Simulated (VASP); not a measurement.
# ZrS2 (P-3m1) in VASP: a series of runs

The runs below take ZrS2 through single point, with HSE06.

Everything below comes from runs of VASP 6.6.1. Logs are shortened: lines on timing, memory, paths and dates and some standing lists are left out, and cuts for length are marked.

### 1 The crystal as given

The structure is trigonal, space group P-3m1 (No. 164). Conventional cell: a = 3.691 Å, b = 3.691 Å, c = 6.041 Å, α = 90.00°, β = 90.00°, γ = 120.00°. Around Zr (site symmetry -3m) lie 6 S at 2.57 Å. S (site symmetry 3m) has 3 Zr at 2.57 Å as nearest neighbours.

The cell is a database's computed one.

### 2 Single point, HSE06, non-collinear spin, zero start, spin-orbit coupling

Input file POSCAR:

```
ZrS2
1.0
    3.6913825498      0.0000000000      0.0000000000
   -1.8456912749      3.1968310632      0.0000000000
    0.0000000000      0.0000000000      6.0410770100
Zr S
1 2
Direct
    0.0000000000      0.0000000000      0.0000000000
    0.3333333333      0.6666666667      0.2379099700
    0.6666666667      0.3333333333      0.7620900300
```

Input file INCAR.step1:

```
  PREC = Accurate
  ENCUT = 520
  EDIFF = 1E-5
  ISMEAR = 0
  SIGMA = 0.02
  LREAL = F
  LASPH = T
  NELM = 80
  ALGO = Normal
  ISIF = 2
  LWAVE = T
  LNONCOLLINEAR = T
  MAGMOM = 0 0 0 0 0 0 0 0 0
  LORBIT = 11
  LSORBIT = T
  GGA_COMPAT = F
  LMAXMIX = 4
  NBANDS = 37
  GGA = PE
```

Input file INCAR.step2:

```
  PREC = Accurate
  ENCUT = 520
  EDIFF = 1E-6
  ISMEAR = 0
  SIGMA = 0.02
  LREAL = F
  LASPH = T
  NELM = 80
  ALGO = Normal
  ISIF = 2
  LWAVE = F
  LCHARG = T
  LNONCOLLINEAR = T
  MAGMOM = 0 0 0 0 0 0 0 0 0
  LORBIT = 11
  LSORBIT = T
  GGA_COMPAT = F
  LMAXMIX = 4
  GGA = PE
  LHFCALC = T
  HFSCREEN = 0.2
  PRECFOCK = Fast
  LVHAR = T
  NBANDS = 37
  ISTART = 1
```

Input file KPOINTS:

```
regular mesh
0
Gamma
  4 4 2
```

Potentials or basis: VASP PAW PBE potentials, release 64 (Zr_sv, S).

Started as:

```console
$ cat potpaw_PBE.64/Zr_sv/POTCAR potpaw_PBE.64/S/POTCAR > POTCAR
$ cp INCAR.step1 INCAR
$ mpirun -np 1 vasp_ncl > vasp.out
$ cp INCAR.step2 INCAR
$ mpirun -np 1 vasp_ncl > vasp.out
```

OUTCAR:

```text
PREC = Accurate
   ENCUT = 520
   EDIFF = 1E-6
   ISMEAR = 0
   LREAL = F
   LASPH = T
   NELM = 80
   ISIF = 2
   LNONCOLLINEAR = T
   LORBIT = 11
   LSORBIT = T
   GGA = PE
   LHFCALC = T
   HFSCREEN = 0.2
   PRECFOCK = Fast
   ISTART = 1

 ion  position               nearest neighbor table
   1  0.000  0.000  0.000-   2 2.57   3 2.57   2 2.57   3 2.57   3 2.57   2 2.57
   2  0.333  0.667  0.238-   1 2.57   1 2.57   1 2.57
   3  0.667  0.333  0.762-   1 2.57   1 2.57   1 2.57

  LATTYP: Found a hexagonal cell.
 ALAT       =     3.6913825498
 C/A-ratio  =     1.6365350728

  Lattice vectors:

 A1 = (   3.6913825498,   0.0000000000,   0.0000000000)
 A2 = (  -1.8456912749,   3.1968310632,   0.0000000000)
 A3 = (   0.0000000000,   0.0000000000,   6.0410770100)

Analysis of symmetry for initial positions (statically):
=====================================================================
 Subroutine PRICEL returns:
 Original cell was already a primitive cell.

 Routine SETGRP: Setting up the symmetry group for a
 hexagonal supercell.

 Subroutine GETGRP returns: Found 12 space group operations
 (whereof 12 operations were pure point group operations)
 out of a pool of 24 trial point group operations.

The static configuration has the point symmetry D_3d.

Analysis of symmetry for dynamics (positions and initial velocities):
=====================================================================
 Subroutine PRICEL returns:
 Original cell was already a primitive cell.

 Routine SETGRP: Setting up the symmetry group for a
 hexagonal supercell.

 Subroutine GETGRP returns: Found 12 space group operations
 (whereof 12 operations were pure point group operations)
 out of a pool of 24 trial point group operations.

The dynamic configuration has the point symmetry D_3d.

Analysis of structural, dynamic, and magnetic symmetry:
=====================================================================
 Subroutine PRICEL returns:
 Original cell was already a primitive cell.

 Routine SETGRP: Setting up the symmetry group for a
 hexagonal supercell.

 Subroutine GETGRP returns: Found 12 space group operations
 (whereof 12 operations were pure point group operations)
 out of a pool of 24 trial point group operations.

The overall configuration has the point symmetry D_3d.

 Subroutine INISYM returns: Found 12 space group operations
 (whereof 12 operations are pure point group operations),
 and found     1 'primitive' translations

----------------------------------------------------------------------------------------

                                     Primitive cell

  volume of cell :      71.2891

  direct lattice vectors                    reciprocal lattice vectors
     3.691382550  0.000000000  0.000000000     0.270901210  0.156404887  0.000000000
    -1.845691275  3.196831063  0.000000000     0.000000000  0.312809773  0.000000000
     0.000000000  0.000000000  6.041077010     0.000000000  0.000000000  0.165533397

  length of vectors
     3.691382550  3.691382550  6.041077010     0.312809773  0.312809773  0.165533397

  position of ions in fractional coordinates (direct lattice)
     0.000000000  0.000000000  0.000000000
     0.333333333  0.666666667  0.237909970
     0.666666667  0.333333333  0.762090030

  ion indices of the primitive-cell ions
   primitive index   ion index
                 1           1
                 2           2
                 3           3

----------------------------------------------------------------------------------------

 KPOINTS: regular mesh

Automatic generation of k-mesh.
[... 69 lines left out ...]
     AMIX_MAG =   1.60;   BMIX_MAG =  1.00
  volume/ion in A,a.u.               =      23.76       160.36
  Fermi-wavevector in a.u.,A,eV,Ry     =   1.138861  2.152136 17.646828  1.297005
  Thomas-Fermi vector in A             =   2.275565
   LORBIT       =     11    0 simple, 1 ext, 2 COOP (PROOUT), +10 PAW based schemes
   GGA     = PE    functional components
   LHFCALC =     T    Hartree Fock is set to
   PRECFOCK=fast      Normal, Fast or Accurate (Low or Medium for compatibility)
   ENCUT4O =  -1.0   cutoff for four orbital integrals eV
   NKREDX  =     1    reduce k-point grid by
   NKREDY  =     1    reduce k-point grid by
   NKREDZ  =     1    reduce k-point grid by
   AEXX    =    0.2500 exact exchange contribution
   HFSCREEN=    0.2000 screening length (either q_TF or 0.3 A-1)
   HFSCREENC=   0.2000 screening length for correlation (either q_TF or 0.3 A-1)
   ENCUTFOCK=  -1.0 apply spherical cutoff to Coloumb kernel
   IVDW    =     0    specifies the selected vdW correction
   LEPSILON=     F    determine dielectric tensor
   LRPA    =     F    only Hartree local field effects (RPA)
 Gauss-broadening in eV      SIGMA  =   0.02
  energy-cutoff  :      520.00
  volume of cell :       71.29
 maximum number of plane-waves:      3870
 NGX is ok and might be reduce to    28
  NGX = 16; NGY = 16; NGZ = 28

 number of electron      23.9999999 magnetization      -0.0000000     -0.0000000     -0.0000005

 number of electron      23.9999999 magnetization      -0.0000000      0.0000000     -0.0000001

 number of electron      23.9999999 magnetization       0.0000000     -0.0000000      0.0000001

 Free energy of the ion-electron system (eV)
  ---------------------------------------------------
  ext. energy  EPLUGINS =         0.00000000
  ---------------------------------------------------
  free energy    TOTEN  =       -25.52782895 eV

  energy without entropy =      -25.52782895  energy(sigma->0) =      -25.52782895

 E-fermi :   3.6584     XC(G=0):  -7.7399

 val. band max:        3.5698110850   @ k =   0.0000   0.0000   0.0000
 cond. band min:       5.4343644309   @ k =   0.5000   0.0000   0.5000
 fundamental gap:      1.8645533459
 Fermi energy:         3.6584143153

 k-point     1 :       0.0000    0.0000    0.0000
  band No.  band energies     occupation
      1     -48.8615      1.00000
      2     -48.8615      1.00000
      3     -26.6213      1.00000
      4     -26.6213      1.00000
      5     -24.8796      1.00000
      6     -24.8796      1.00000
[... 301 lines left out ...]
     35      12.7593      0.00000
     36      12.7597      0.00000
 [bands above 36 left out]

------------------------ aborting loop because EDIFF is reached ----------------------------------------

  FORCE on cell =-STRESS in cart. coord.  units (eV):
  Direction    XX          YY          ZZ          XY          YZ          ZX
  --------------------------------------------------------------------------------------
  -------------------------------------------------------------------------------------
  Total       -0.3250299     -0.3250299     -0.1616326     -0.0000000     -0.0000000      0.0000000
  in kB       -7.3048418     -7.3048418     -3.6325909     -0.0000000     -0.0000000      0.0000000
  external PRESSURE =      -6.0807581 kB  Pullay stress =       0.0000000 kB

 VOLUME and BASIS-vectors are now :
 -----------------------------------------------------------------------------
  energy-cutoff  :      520.00
  volume of cell :       71.29
      direct lattice vectors                 reciprocal lattice vectors
     3.691382550  0.000000000  0.000000000     0.270901210  0.156404887  0.000000000
    -1.845691275  3.196831063  0.000000000     0.000000000  0.312809773  0.000000000
     0.000000000  0.000000000  6.041077010     0.000000000  0.000000000  0.165533397

 POSITION                                       TOTAL-FORCE (eV/Angst)
 -----------------------------------------------------------------------------------
      0.00000      0.00000      0.00000        -0.000000     -0.000000      0.000000
     -0.00000      2.13122      1.43723         0.000000     -0.000000     -0.183833
      1.84569      1.06561      4.60384        -0.000000      0.000000      0.183833
 -----------------------------------------------------------------------------------
    total drift:                                0.000000     -0.000000      0.000002

  FREE ENERGIE OF THE ION-ELECTRON SYSTEM (eV)
  ---------------------------------------------------
  free  energy   TOTEN  =       -25.5278289506 eV

  energy  without entropy=      -25.5278289506  energy(sigma->0) =      -25.52782895

 Spin-Orbit-Coupling matrix elements

 Ion:    1  E_soc:     -0.1355729
 l=   1
     0.0000000    -0.0220784    -0.0220912
    -0.0220784     0.0000000    -0.0220784
    -0.0220912    -0.0220784     0.0000000
 l=   2
     0.0000000    -0.0001220     0.0000000    -0.0001220    -0.0003749
    -0.0001220     0.0000000    -0.0002607    -0.0001542    -0.0001220
     0.0000000    -0.0002607     0.0000000    -0.0002607     0.0000000
    -0.0001220    -0.0001542    -0.0002607     0.0000000    -0.0001220
    -0.0003749    -0.0001220     0.0000000    -0.0001220     0.0000000
 l=   3
     0.0000000     0.0000000     0.0000000     0.0000000     0.0000000     0.0000000     0.0000000
     0.0000000     0.0000000     0.0000000     0.0000000     0.0000000     0.0000000     0.0000000
     0.0000000     0.0000000     0.0000000     0.0000000     0.0000000     0.0000000     0.0000000
     0.0000000     0.0000000     0.0000000     0.0000000     0.0000000     0.0000000     0.0000000
[... 29 lines left out ...]
 l=   2
     0.0000000     0.0000000     0.0000000     0.0000000     0.0000000
     0.0000000     0.0000000     0.0000000     0.0000000     0.0000000
     0.0000000     0.0000000     0.0000000     0.0000000     0.0000000
     0.0000000     0.0000000     0.0000000     0.0000000     0.0000000
     0.0000000     0.0000000     0.0000000     0.0000000     0.0000000
 l=   3
     0.0000000     0.0000000     0.0000000     0.0000000     0.0000000     0.0000000     0.0000000
     0.0000000     0.0000000     0.0000000     0.0000000     0.0000000     0.0000000     0.0000000
     0.0000000     0.0000000     0.0000000     0.0000000     0.0000000     0.0000000     0.0000000
     0.0000000     0.0000000     0.0000000     0.0000000     0.0000000     0.0000000     0.0000000
     0.0000000     0.0000000     0.0000000     0.0000000     0.0000000     0.0000000     0.0000000
     0.0000000     0.0000000     0.0000000     0.0000000     0.0000000     0.0000000     0.0000000
     0.0000000     0.0000000     0.0000000     0.0000000     0.0000000     0.0000000     0.0000000

 total charge

# of ion       s       p       d       tot
------------------------------------------
    1        2.169   6.032   1.316   9.517
    2        1.336   2.443   0.000   3.779
    3        1.336   2.443   0.000   3.779
--------------------------------------------------
tot          4.841  10.918   1.316  17.075

 magnetization (x)

# of ion       s       p       d       tot
------------------------------------------
    1        0.000   0.000  -0.000  -0.000
    2        0.000   0.000   0.000   0.000
    3        0.000   0.000   0.000   0.000
--------------------------------------------------
tot          0.000   0.000  -0.000   0.000

 magnetization (y)

# of ion       s       p       d       tot
------------------------------------------
    1        0.000   0.000   0.000   0.000
    2        0.000   0.000   0.000   0.000
    3        0.000   0.000   0.000   0.000
--------------------------------------------------
tot          0.000   0.000   0.000   0.000

 magnetization (z)

# of ion       s       p       d       tot
------------------------------------------
    1        0.000  -0.000   0.000   0.000
    2        0.000   0.000   0.000   0.000
    3        0.000   0.000   0.000   0.000
--------------------------------------------------
tot          0.000  -0.000   0.000   0.000
```

Run time: 12 min. Hardware: 1 thread of Intel Xeon Platinum 8488C (Sapphire Rapids), shared host; peak memory 0.44 GiB.

What came out:

```
Free energy                                           : -25.5278 eV
Pressure                                              : -0.6 GPa
Largest force                                         : 0.184 eV/Å
Net moment                                            : 0.00 μB per cell
Valence electrons inside the program's atomic spheres : Zr 9.52; S 3.78
```

Forces on the atoms (eV/Å):
```
Zr   0.000  0.000  0.000
S    0.000  0.000 -0.184
S    0.000  0.000  0.184
```

Stress tensor (GPa, compression positive):
```
-0.73  0.00  0.00
 0.00 -0.73  0.00
 0.00  0.00 -0.36
```

Moments on the atoms (μB; x, y, z):
```
Zr  0.00 0.00 0.00
S   0.00 0.00 0.00
S   0.00 0.00 0.00
```

Caveat: the k mesh is coarse (spacing up to 0.52 Å⁻¹), so the values aren't converged, least of all with exact exchange; the PAW data sets were made with another functional, which shifts forces and pressure a little; this functional lacks dispersion, which binds the layers, so the pressure and a relaxed spacing across them are unreliable.

### 3 Single point, HSE06

POSCAR is that of step 2.

Input file INCAR.step1:

```
  PREC = Accurate
  ENCUT = 520
  EDIFF = 1E-5
  ISMEAR = 0
  SIGMA = 0.02
  LREAL = F
  LASPH = T
  NELM = 80
  ALGO = Normal
  ISIF = 2
  LWAVE = T
  NBANDS = 19
  GGA = PE
```

Input file INCAR.step2:

```
  PREC = Accurate
  ENCUT = 520
  EDIFF = 1E-6
  ISMEAR = 0
  SIGMA = 0.02
  LREAL = F
  LASPH = T
  NELM = 80
  ALGO = Normal
  ISIF = 2
  LWAVE = F
  LCHARG = T
  GGA = PE
  LHFCALC = T
  HFSCREEN = 0.2
  PRECFOCK = Fast
  LELF = T
  LVHAR = T
  NBANDS = 19
  ISTART = 1
```

KPOINTS is that of step 2.

Potentials or basis: VASP PAW PBE potentials, release 64 (Zr_sv, S).

Started as:

```console
$ cat potpaw_PBE.64/Zr_sv/POTCAR potpaw_PBE.64/S/POTCAR > POTCAR
$ cp INCAR.step1 INCAR
$ mpirun -np 1 vasp_std > vasp.out
$ cp INCAR.step2 INCAR
$ mpirun -np 1 vasp_std > vasp.out
```

OUTCAR:

```text
PREC = Accurate
   ENCUT = 520
   EDIFF = 1E-6
   ISMEAR = 0
   LREAL = F
   LASPH = T
   NELM = 80
   ISIF = 2
   GGA = PE
   LHFCALC = T
   HFSCREEN = 0.2
   PRECFOCK = Fast
   ISTART = 1

 ion  position               nearest neighbor table
   1  0.000  0.000  0.000-   2 2.57   3 2.57   2 2.57   3 2.57   3 2.57   2 2.57
   2  0.333  0.667  0.238-   1 2.57   1 2.57   1 2.57
   3  0.667  0.333  0.762-   1 2.57   1 2.57   1 2.57

[... 363 lines left out ...]

  FORCE on cell =-STRESS in cart. coord.  units (eV):
  Direction    XX          YY          ZZ          XY          YZ          ZX
  --------------------------------------------------------------------------------------
  -------------------------------------------------------------------------------------
  Total       -0.3243671     -0.3243671     -0.1629103     -0.0000000      0.0000000      0.0000000
  in kB       -7.2899451     -7.2899451     -3.6613058     -0.0000000      0.0000000      0.0000000
  external PRESSURE =      -6.0803987 kB  Pullay stress =       0.0000000 kB

 VOLUME and BASIS-vectors are now :
 -----------------------------------------------------------------------------
  energy-cutoff  :      520.00
  volume of cell :       71.29
      direct lattice vectors                 reciprocal lattice vectors
     3.691382550  0.000000000  0.000000000     0.270901210  0.156404887  0.000000000
    -1.845691275  3.196831063  0.000000000     0.000000000  0.312809773  0.000000000
     0.000000000  0.000000000  6.041077010     0.000000000  0.000000000  0.165533397

 POSITION                                       TOTAL-FORCE (eV/Angst)
 -----------------------------------------------------------------------------------
      0.00000      0.00000      0.00000        -0.000000     -0.000000      0.000000
     -0.00000      2.13122      1.43723         0.000000     -0.000000     -0.184082
      1.84569      1.06561      4.60384        -0.000000      0.000000      0.184082
 -----------------------------------------------------------------------------------
    total drift:                                0.000000     -0.000000     -0.000000

  FREE ENERGIE OF THE ION-ELECTRON SYSTEM (eV)
  ---------------------------------------------------
  free  energy   TOTEN  =       -25.4579549205 eV

  energy  without entropy=      -25.4579549205  energy(sigma->0) =      -25.45795492
```

OUTCAR.step1:

```text
PREC = Accurate
   ENCUT = 520
   EDIFF = 1E-5
   ISMEAR = 0
   LREAL = F
[... 385 lines left out ...]
      0.00000      0.00000      0.00000         0.000000      0.000000      0.000000
     -0.00000      2.13122      1.43723         0.000000      0.000000      0.026970
      1.84569      1.06561      4.60384        -0.000000     -0.000000     -0.026970
 -----------------------------------------------------------------------------------
    total drift:                                0.000000      0.000000      0.000000

  FREE ENERGIE OF THE ION-ELECTRON SYSTEM (eV)
  ---------------------------------------------------
  free  energy   TOTEN  =       -21.3567457218 eV

  energy  without entropy=      -21.3567457218  energy(sigma->0) =      -21.35674572
```

Run time: 2.2 min. Hardware: 1 thread of Intel Xeon Platinum 8488C (Sapphire Rapids), shared host; peak memory 0.28 GiB.

What came out:

* Free energy: -25.4580 eV
* Pressure: -0.6 GPa
* Largest force: 0.184 eV/Å
* Band gap on the k mesh: 1.89 eV, indirect (least direct gap 2.54 eV)

Forces in eV/Å, atoms in the order of the input:
```
Zr   0.000  0.000  0.000
S    0.000  0.000 -0.184
S    0.000  0.000  0.184
```

Stress tensor (GPa, compression positive):
```
-0.73  0.00  0.00
 0.00 -0.73  0.00
 0.00  0.00 -0.37
```

Levels at points of the mesh, in eV from the valence-band top:
```
           k point  band 8  band 9  band 10  band 11  band 12  band 13  band 14  band 15  band 16  band 17
(0.00, 0.00, 0.00)   -3.04   -3.04    -0.06    -0.06     0.00     2.54     2.54     3.48     6.07     6.07
(0.50, 0.00, 0.00)   -2.87   -2.69    -2.52    -1.79    -1.29     2.05     4.38     4.66     6.84     7.09
(0.00, 0.00, 0.50)   -3.01   -3.01    -1.64    -0.16    -0.16     2.51     2.51     3.80     6.39     6.39
(0.50, 0.00, 0.50)   -3.40   -2.81    -2.39    -1.09    -0.87     1.89     4.37     4.67     6.42     6.85
```

Caveat: the k mesh is coarse (spacing up to 0.52 Å⁻¹), so the values aren't converged, least of all with exact exchange; the PAW data sets were made with another functional, which shifts forces and pressure a little; this functional lacks dispersion, which binds the layers, so the pressure and a relaxed spacing across them are unreliable.
